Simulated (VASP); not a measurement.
Write the native input for VASP 6.6.1 that does the following.

```
Task                   : electron localisation function
Functional             : PBEsol
Potentials or basis    : VASP PAW PBE potentials, release 64 (Zr_sv, C)
Cutoff                 : 520 eV
k mesh                 : 10 × 10 × 10
Occupations            : gaussian, width 0.02 eV
Spin                   : no spin polarisation
Further INCAR settings : ALGO = Normal; EDIFF = 1e-06
```

The structure of ZrC lies in POSCAR:

```
ZrC
1.0
    0.0000000000      2.3650000000      2.3650000000
    2.3650000000      0.0000000000      2.3650000000
    2.3650000000      2.3650000000      0.0000000000
Zr C
1 1
Direct
    0.5000000000      0.5000000000      0.5000000000
    0.0000000000      0.0000000000      0.0000000000
```

These files were run (other wordings do the same):

INCAR

```
SYSTEM = ZrC
ALGO = Normal
EDIFF = 1E-6
ENCUT = 520
GGA = PS
ISIF = 2
ISMEAR = 0
LASPH = .True.
LCHARG = .True.
LELF = .True.
LREAL = .False.
LWAVE = .False.
NELM = 80
PREC = Accurate
SIGMA = 0.02
```

KPOINTS

```
k-points
0
Gamma
  10 10 10
  0 0 0
```

Potentials or basis: VASP PAW PBE potentials, release 64 (Zr_sv, C).

The run is started by

```bash
$ cat potpaw_PBE.64/Zr_sv/POTCAR potpaw_PBE.64/C/POTCAR > POTCAR
$ mpirun -np 1 vasp_std > vasp.out
```

It gave:

```
Pressure               : -8.2 GPa
Band gap on the k mesh : none (metal or under the smearing width)
```

Caveat: the PAW data sets were made with another functional, which shifts forces and pressure a little.

It took 24 s on 1 thread of Intel(R) Xeon(R) Platinum 8375C CPU @ 2.90GHz (Ice Lake), with other jobs on the host, peak memory 0.16 GiB.
